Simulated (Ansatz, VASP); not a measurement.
## One calculation of Co, two programs

```xyz
2
Lattice="2.4720 0.0000 0.0000 -1.2360 2.1408 0.0000 0.0000 0.0000 4.0211" Properties=species:S:1:pos:R:3 pbc="T T T"
Co    1.2360    0.7136    3.0159
Co    0.0000    1.4272    1.0053
```

Alike in both runs: task single point; functional PBE; k mesh 12 × 12 × 7; occupations gaussian, width 0.025 eV; collinear spin.

```csv
,VASP,Ansatz
version,VASP 6.6.1,Ansatz 0.2.0
potentials or method,"VASP PAW PBE potentials, release 64 (Co), cutoff 520 eV","all-electron LAPW, scalar-relativistic"
```

VASP gave:

* gap on the k mesh at the Fermi level (eV): none
* pressure (GPa): 3.9
* largest component of the traceless stress (GPa): 2.14
* net moment per atom (μB): 1.60
* size of the moment on the site where the two differ most (μB): 1.62

Question: What did Ansatz give for the same quantities?

Answer: gap on the k mesh at the Fermi level (eV): none; pressure (GPa): 4.6; largest component of the traceless stress (GPa): 2.22; net moment per atom (μB): 1.61; size of the moment on the site where the two differ most (μB): 1.66.

Site moments also hang on the region over which each program counts them. A gap of «none» marks a metal or a gap that the smearing closes. Ansatz ran all-electron here, so the differences hold the error of VASP's frozen core and of both bases.
